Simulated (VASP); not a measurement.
Ni:

```
CELL_PARAMETERS angstrom
0.00000 1.73757 1.73757
1.73757 0.00000 1.73757
1.73757 1.73757 0.00000
ATOMIC_POSITIONS crystal
Ni 0.00000 0.00000 0.00000
```

| Item | Value |
| --- | --- |
| Program | VASP 6.6.1 |
| Task | relaxation of cell and atoms |
| Functional | PBE |
| Potentials or basis | VASP PAW PBE potentials, release 54 (Ni) |
| Cutoff | 600 eV |
| k mesh | 13 × 13 × 13 |
| Occupations | fermi-dirac, width 0.05 eV |
| Spin | collinear spin, ferromagnetic start |
| Starting moments | [1.0] μB |

At the start: pressure 7.8 GPa; volume 10.49 Å³/atom.

Question: Where does the relaxation end?

Answer: Over 3 steps the energy falls by 9.1 meV/atom and the volume is 10.88 Å³/atom (+3.7 %); space group Fm-3m (No. 225, to 0.05 Å); moment 0.63 μB per cell.

Step by step:
```tsv
step	energy change (eV)	largest force (eV/Å)	pressure (GPa)	volume (Å³)
1	0.0000	0.0000	7.83	10.49
2	-0.0003	0.0000	-6.64	11.29
3	-0.0091	0.0000	-0.02	10.88
```

Final structure:
```xyz
1
Lattice="0.0000 1.7589 1.7589 1.7589 0.0000 1.7589 1.7589 1.7589 0.0000" Properties=species:S:1:pos:R:3 pbc="T T T"
Ni    0.0000    0.0000    0.0000
```
